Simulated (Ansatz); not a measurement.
La2O3:

```
La O
1.0
     3.93078    0.00000    0.00000
    -1.96539    3.40415    0.00000
     0.00000    0.00000    6.11195
La O
2 3
Direct
  0.33333 0.66667 0.24624
  0.66667 0.33333 0.75376
  0.00000 0.00000 0.00000
  0.33333 0.66667 0.64589
  0.66667 0.33333 0.35411
```

The cell is a database's computed one.

```yaml
Program: Ansatz 0.2.0
Task: relaxation of cell and atoms
Functional: LDA
Potentials_or_basis: Ansatz PAW
Cutoff: "420 eV (not typed: the program's choice for these potentials)"
k_mesh: 8 × 8 × 5
Occupations: fermi-dirac, width 0.05 eV
Spin: no spin polarisation
Hubbard_terms: La f U = 4 eV
```

At the start: volume 16.36 Å³/atom.

Q: Where does the relaxation end?

A: It ends after 7 steps and the volume is 15.82 Å³/atom (-3.3 %); space group P-3m1 (No. 164, to 0.05 Å).

Step by step:
```
step  energy change (eV)  largest force (eV/Å)  volume (Å³)
   1              0.0000                0.1595        81.78
   2             -0.0432                0.0432        79.42
   3             -0.0444                0.0219        79.20
   4             -0.0445                0.0017        79.20
   5             -0.0362                0.0017        79.20
   6             -0.0367                0.0018        79.09
   7             -0.0363                0.0017        79.09
```

Final structure:
```
La O
1.0
     3.89717    0.00000    0.00000
    -1.94859    3.37505    0.00000
     0.00000    0.00000    6.01292
La O
2 3
Direct
  0.33333 0.66667 0.24538
  0.66667 0.33333 0.75462
  0.00000 0.00000 0.00000
  0.33333 0.66667 0.64564
  0.66667 0.33333 0.35436
```

Caveat: the magnetic or orbital state may not be the lowest; the plane-wave basis is chosen anew once the cell has moved, so the energies of steps on either side of that aren't comparable; the pressure holds a Pulay correction of +0.6 GPa for the finite cutoff; the PAW data sets come from PBE, with cores solved anew for the run's functional, which leaves a small shift of forces and pressure.
